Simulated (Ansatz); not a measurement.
**Ge3N4: further runs on the relaxed cell**

One table from this session's results is given with a row withheld; the runs are named, their logs left out.

Computed with Ansatz 0.2.0 (DFT PBE and PBEsol (the runs whose input is shown use PBEsol), scalar-relativistic, plane waves, PAW).

## The starting structure

It takes space group P6_3/m (No. 176, hexagonal). Conventional cell: a = 8.129 Å, b = 8.129 Å, c = 3.114 Å, α = 90.00°, β = 90.00°, γ = 120.00°. Ge (site symmetry m) has 4 N at 1.85 to 1.86 Å as nearest neighbours. N (site symmetry -6) is surrounded by 3 Ge at 1.85 Å. N (site symmetry m) is surrounded by 3 Ge at 1.86 Å.

Structure file:

```cif
data_structure
_symmetry_space_group_name_H-M 'P6_3/m'
_symmetry_Int_Tables_number 176
_cell_length_a 8.1294
_cell_length_b 8.1294
_cell_length_c 3.1141
_cell_angle_alpha 90.000
_cell_angle_beta 90.000
_cell_angle_gamma 120.000
_cell_volume 178.23
loop_
_atom_site_label
_atom_site_type_symbol
_atom_site_symmetry_multiplicity
_atom_site_Wyckoff_symbol
_atom_site_fract_x
_atom_site_fract_y
_atom_site_fract_z
_atom_site_occupancy
Ge1 Ge 6 h 0.82909 0.23535 0.75000 1
N1 N 2 c 0.66667 0.33333 0.75000 1
N2 N 6 h 0.66953 0.97251 0.75000 1
```

It goes back to an entry of the Materials Project.

This cell was relaxed beforehand with the same method: volume 12.73 Å³/atom, gap on the mesh 1.82 eV.

The first run:

The input, input.yaml:

```yaml
crystal:
  lattice:
    - [8.1293900246, 0.0, 0.0]
    - [-4.0646950123, 7.0402582786, 0.0]
    - [0.0, 0.0, 3.1140866418]
  atoms:
    - { symbol: Ge, position: [0.8290918224, 0.2353462345, 0.75] }
    - { symbol: Ge, position: [0.5937455879, 0.8290918224, 0.25] }
    - { symbol: Ge, position: [0.2353462345, 0.4062544121, 0.25] }
    - { symbol: Ge, position: [0.7646537655, 0.5937455879, 0.75] }
    - { symbol: Ge, position: [0.4062544121, 0.1709081776, 0.75] }
    - { symbol: Ge, position: [0.1709081776, 0.7646537655, 0.25] }
    - { symbol: "N", position: [0.6666666667, 0.3333333333, 0.75] }
    - { symbol: "N", position: [0.3333333333, 0.6666666667, 0.25] }
    - { symbol: "N", position: [0.6695321238, 0.9725139304, 0.75] }
    - { symbol: "N", position: [0.6970181934, 0.6695321238, 0.25] }
    - { symbol: "N", position: [0.9725139304, 0.3029818066, 0.25] }
    - { symbol: "N", position: [0.0274860696, 0.6970181934, 0.75] }
    - { symbol: "N", position: [0.3304678762, 0.0274860696, 0.25] }
    - { symbol: "N", position: [0.3029818066, 0.3304678762, 0.75] }
basis:
  ecutwfc: 420
kpoints:
  mp_grid: { grid: [6, 6, 10] }
hamiltonian:
  xc: pbesol
scf:
  occupations: { method: gaussian, width: 0.02 }
output:
  forces: true
  stress: true
  eigenvalues: true
relax:
  adjacent_minimum: "off"
  f_tol: 0.005
  max_steps: 50
  cell: { stress_tol: 0.05 }
```

The run is started by

```
> ansatz run input.yaml --threads 4 --pin off --max-ram 10240MiB --backend cpu --events-out ev --progress --plain --runs-dir out
```

Steps of the session up to this table: The cell under PBEsol; Relaxing with PBE+D3(BJ); Relaxing with LDA.

One of the session's tables, all rows but one given; the rest of the session is left out.

It belongs to the step «Relaxed cells side by side». 

| functional | a (Å) | b (Å) | c (Å) | volume (Å³/atom) | gap on the mesh (eV) |
| --- | --- | --- | --- | --- | --- |
| PBE | 8.129 | 8.129 | 3.114 | 12.73 | 1.82 |
| PBEsol | ? | ? | ? | ? | ? |
| PBE+D3(BJ) | 8.083 | 8.083 | 3.098 | 12.52 | 2.01 |
| LDA | 7.991 | 7.991 | 3.060 | 12.09 | 2.37 |

Q: Estimate the row for PBEsol from the others.

The run gave: a (Å): 8.057; b (Å): 8.057; c (Å): 3.085; volume (Å³/atom): 12.39; gap on the mesh (eV): 2.09. In the column «a (Å)» it lies between LDA (7.991) and PBE+D3(BJ) (8.083).
